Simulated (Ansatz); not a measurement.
Pb under changes of volume

One of the cells (40.672 Å³/atom); the others are scaled copies at fixed shape and fractional positions:

```xyz
2
Lattice="0.0000 3.4390 3.4390 3.4390 0.0000 3.4390 3.4390 3.4390 0.0000" Properties=species:S:1:pos:R:3 pbc="T T T"
Pb    1.7195    1.7195    1.7195
Pb    0.0000    0.0000    0.0000
```

This isn't the form of Pb at room conditions, which is fcc.

```yaml
Program: Ansatz 0.2.0
Functional: PBEsol
Potentials_or_basis: Ansatz PAW
Cutoff: "420 eV (not typed: the program's choice for these potentials)"
k_mesh: 7 × 7 × 7
Occupations: fermi-dirac, width 0.05 eV
Spin: no spin polarisation
```

```tsv
volume (Å³/atom)	energy over the lowest point (meV/atom)	pressure (GPa)
38.232	24.31	2.8
39.045	12.41	1.9
39.859	4.69	1.1
40.672	?	?
41.486	0.00	-0.2
42.299	2.27	-0.7
43.112	7.19	-1.2
```

Q: What does the run at 40.672 Å³/atom give?

A: Energy over the lowest point 0.69 meV/atom; pressure 0.5 GPa.

Worked out: A Birch-Murnaghan fit of order 3 (a polynomial in V^(-2/3)) to the other rows has its minimum at 41.26 Å³/atom with B0 = V·E''(V) = 31 GPa and B' = 4.8. It gives 0.68 meV/atom at 40.672 Å³/atom, against the run's 0.69, and -dE/dV = 0.4 GPa, against 0.5.

Energies are extrapolated to zero smearing.

Caveats: the PAW data sets come from PBE, with cores solved anew for the run's functional, which leaves a small shift of forces and pressure.
